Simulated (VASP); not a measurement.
A run of VASP 6.6.1 is set up as follows.

Contents of INCAR:

```
PREC = Accurate
ENCUT = 600
EDIFF = 1E-6
ISMEAR = 0
SIGMA = 0.1
LREAL = False
LASPH = True
NELM = 100
ALGO = Normal
ISIF = 3
LWAVE = False
LCHARG = False
GGA = PE
IBRION = 2
NSW = 90
EDIFFG = -0.04
```

File KPOINTS:

```
regular mesh
0
Gamma
  6 6 4
```

POSCAR

```
Zn
1.0
    3.4353092614      0.0000000000      0.0000000000
   -1.7176546307      2.9750650902      0.0000000000
    0.0000000000      0.0000000000      4.9695215865
Zn
3
Direct
    0.2500000000      0.1250000000      0.5000000000
    0.8750000000      0.1250000000      0.1666666667
    0.8750000000      0.7500000000      0.8333333333
```

Potentials or basis: VASP PAW PBE potentials, release 64 (Zn).

Command:

```bash
$ cat potpaw_PBE.64/Zn/POTCAR > POTCAR
$ mpirun -np 1 vasp_std > vasp.out
```

(1) What does it give for the space group after relaxing (to 0.05 Å)?

(2) Predict the band gap on the k mesh.

(3) Predict the relaxed volume.

(4) What does it give for the relaxed cell?

## Answers

(1) P6_222 (No. 180).

(2) none (metal or under the smearing width).

(3) 16.01 Å³/atom.

(4) a = 2.937 Å, b = 2.937 Å, c = 6.429 Å, α = 90.00°, β = 90.00°, γ = 120.00°.
